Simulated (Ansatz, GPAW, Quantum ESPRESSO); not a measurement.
## One calculation of Rh, 5 ways

```
CELL_PARAMETERS angstrom
0.00000 1.89785 1.89785
1.89785 0.00000 1.89785
1.89785 1.89785 0.00000
ATOMIC_POSITIONS crystal
Rh 0.00000 0.00000 0.00000
```

Alike in all runs: task band structure; functional PBE; k mesh 12 × 12 × 12; occupations fermi-dirac, width 0.05 eV; no spin polarisation; no spin-orbit coupling. Pressure is positive in compression and, in plane waves, holds the error of the finite cutoff, which Ansatz's Pulay term estimates and takes out.

```csv
program and potentials,plane-wave cutoff (eV),notes,pressure (GPa)
"Ansatz, Ansatz PAW",420,17 valence electrons an atom on average; Pulay term of +0.12 GPa included,7.28
"Ansatz, all-electron LAPW, scalar-relativistic",-,-,7.24
"Quantum ESPRESSO, PseudoDojo 0.4.1 SR PBE standard",1197,17 valence electrons an atom on average,7.66
"GPAW, PAW data sets generated for this functional",600,15 valence electrons an atom on average,9.26
"GPAW, GPAW PAW data sets (gpaw-data 1.2.1)",600,15 valence electrons an atom on average,9.26
```

The pressure spans 7.24 (Ansatz, all-electron LAPW, scalar-relativistic) to 9.26 GPa (GPAW, PAW data sets generated for this functional), with all-electron results at 7.24.

Differences between rows come from potentials, basis sets and numerical settings, since the functional is the same but for its coding. Runs on potential files found faulty are left out.

All five runs put the cell under compression, so PBE would relax rhodium to a larger volume. This fits the functional's known tendency to underbind the late 4d metals, as the cell lies close to the experimental one. Rhodium's partly filled 4d band gives strong cohesion and a high bulk modulus, so even a slight shortfall in volume produces a pressure of several GPa. For the same reason, the spread between programs corresponds to only a small difference in equilibrium lattice constant.

The Ansatz PAW result, 7.28 GPa, almost coincides with the all-electron 7.24 GPa, while both GPAW runs give 9.26 GPa. Those two treat 15 valence electrons rather than 17, which suggests a frozen 4s shell as one possible cause, alongside other differences in data-set construction and numerics. Their mutual agreement may reflect a shared construction and is therefore weak evidence of accuracy. Agreement in pressure does not by itself establish equally close agreement in the band energies.
